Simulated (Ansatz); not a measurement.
# What is wrong with this input? (Al$_{3}$Ru$_{2}$)

Intended: Al$_{3}$Ru$_{2}$, r2SCAN, plane waves and PAW in Ansatz. The input:

```yaml
crystal:
  lattice:
    - [-1.538900875, 1.538900875, 7.14310203]
    - [1.538900875, -1.538900875, 7.14310203]
    - [1.538900875, 1.538900875, -7.14310203]
  atoms:
    - { symbol: Al, position: [0.0, 0.0, 0.0] }
    - { symbol: Al, position: [0.80618462, 0.80618462, 0.0] }
    - { symbol: Al, position: [0.19381538, 0.19381538, 0.0] }
    - { symbol: Ru, position: [0.60586857, 0.60586857, 0.0] }
    - { symbol: Ru, position: [0.39413143, 0.39413143, 0.0] }
basis:
  ecutwfc: 500
kpoints:
  mp_grid: { grid: [16, 16, 16] }
hamiltonian:
  xc: r2scan
scf:
  occupations: { method: gaussian, width: 0.1 }
  max_iter: 2
  convergence: { accept_max_iter: true }
  initial_density: { chi_scale: 0, normalization: atom }
output:
  forces: true
  stress: true
  eigenvalues: true
```

Command:

```bash
ansatz run input.yaml --threads 1 --pin off --max-ram 2560MiB --backend cpu --events-out ev --progress --plain --runs-dir out
```

Output, shortened (HF is the Harris–Foulkes energy, dr2 the density residual in eV):

```text
Warning: output.stress: scf.convergence.accept_max_iter lets an SCF close with its threshold on dr2 unmet. What such a close leaves in the stress no threshold then bounds, and a free energy that looks settled does not show it. To mend it, remove scf.convergence.accept_max_iter
basis.fft_grid_basis auto: the FFT boxes are laid along the combinations [[1, 0, 1], [0, 1, 1], [0, 0, 1]] of the cell's own vectors, 3.078, 3.078 and 7.467 Å long. The dense box has 24×24×60 points. Along the cell's own vectors, as sized, it would have 60×60×60, 6.25 times as many. Of the 16 symmetry operations that the crystal satisfies within crystal.symmetry.tolerance (time reversal apart …
Pseudopotential: Al, paw, valence charge 3, recommended cutoff 500 eV (meta_gga)
Pseudopotential: Ru, paw, valence charge 16, recommended cutoff 500 eV (meta_gga)
Crystal: 5 atoms, lattice volume = 67.666 Å³
Basis set: ecut = 500 eV, 1735 PW (Γ), FFT grids on a1+a3, a2+a3, a3, exchange–correlation on 96×96×240 points (64 copies of the dense FFT grid, shifted against one another)
Bands: 26, of which v1, the nominal top of the filled ones, is band 21 counted from 1 (20 counted from 0)
Symmetry: 16 space group operations
Space group: I4/mmm (ITA 139), of the structure as read, at distance tolerance 4.1e-5 Å
k-points: 349 of 4096
PAW frozen core: Al, regenerated for the run's functional (the file was generated under x = pbe(κ = 0.804, μ = 0.2195), c = pbe(β = 0.0667))
PAW frozen core: Ru, regenerated for the run's functional (the file was generated under x = pbe(κ = 0.804, μ = 0.2195), c = pbe(β = 0.0667))
Initial density: superposition of atomic densities
SCF iter   1: HF=-13407.316424 eV  Δρ=8.79e-2  dr2=5.38e0  dr2_τ=2.24e-1
SCF iter   2: F=-13406.411782 eV  HF=-13406.529175 eV  Δρ=3.11e-2  dr2=5.53e-1  dr2_τ=1.37e-1
stopped at the declared iteration budget: scf.max_iter = 2 spent with dr2 = 5.5e-1 eV against the standard gate 1.0e-7 eV (scf.convergence.accept_max_iter; the run is reported unconverged — every observable carries the unconverged density's error)
SCF 1 stopped at its iteration budget after 2 iterations (unconverged): F = -13406.411782 eV  dr2 = 5.53e-1
SCF stopped at the declared iteration budget after 2 iterations (unconverged)
the last check of whether an eigenvalue changes by more than its tolerance under the output density was not made (not_closed_by_the_thresholds)
Free energy (F): -13406.411782 eV
E sigma→0 (E₀):  -13406.409165 eV
Entropy (-TS):   -0.005235 eV (-1.047 meV/atom)
Fermi energy:    14.687270 eV
--- Forces (eV/Å), atoms counted from 1 ---
  atom   1  Al    -0.00000000    -0.00000000    -0.00000000
  atom   2  Al     0.00000000    -0.00000000     0.15359314
  atom   3  Al     0.00000000    -0.00000000    -0.15359314
  atom   4  Ru     0.00000000     0.00000000    -0.16901374
  atom   5  Ru     0.00000000     0.00000000     0.16901374
--- Stress (GPa, compression-positive) ---
       -0.177395      -0.000000       0.000000
       -0.000000      -0.177395       0.000000
        0.000000       0.000000       1.125999
  P = ⅓ Tr σ = 0.2571 GPa (2.571 kbar)
```

Question: Why did this happen?

Answer: The fault is an unconverged density accepted at the iteration limit. The numbers come from a density that isn't self-consistent. The cure is a higher limit and no acceptance.

Fix (which also takes the starting density of the reference run):

```diff
 scf:
-  max_iter: 2
-  convergence: { accept_max_iter: true }
-  initial_density: { chi_scale: 0, normalization: atom }
```

The mended run converges, with a pressure of -0.22 GPa, a largest force of 0.009 eV/Å, no gap.

Time of the mended run: 76 s on 1 thread of Intel(R) Xeon(R) Platinum 8259CL CPU @ 2.50GHz (Skylake/Cascade Lake), with other jobs on the host, peak memory 0.96 GiB.